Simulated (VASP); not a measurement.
**Lu: single point with BLYP**

Crystal: Lu.

```
Lu
1.0
     3.37387    0.00000    0.00000
     0.00000    3.37387    0.00000
     0.00000    0.00000    3.37387
Lu
1
Direct
  0.00000 0.00000 0.00000
```

This isn't the form of Lu at room conditions, which is hcp.

```yaml
Program: VASP 6.6.1
Task: single point
Functional: BLYP
Potentials_or_basis: VASP PAW PBE potentials, release 64 (Lu)
Cutoff: 520 eV
k_mesh: 11 × 11 × 11
Occupations: fermi-dirac, width 0.1 eV
Spin: no spin polarisation
Dipole_correction: no
Further_INCAR_settings: ALGO = Normal; EDIFF = 1e-07; NBANDS = 18
```

The pressure is -2.5 GPa. The band gap on the k mesh is none (metal or under the smearing width).

Levels at points of the mesh, in eV from the Fermi level:
```
           k point  band 8  band 9  band 10  band 11  band 12  band 13  band 14  band 15  band 16  band 17
(0.00, 0.00, 0.00)   -5.65   -5.65    -5.65    -5.63    -5.15    -0.30    -0.30     4.96     4.96     4.96
```

Run time: 30 s on 1 thread of Intel(R) Xeon(R) Platinum 8488C (Sapphire Rapids) (shared host), peak memory 0.18 GiB.

Caveat: the PAW data sets were made with another functional, which shifts forces and pressure a little. Spin-orbit coupling is left out, which matters for the levels of Lu.
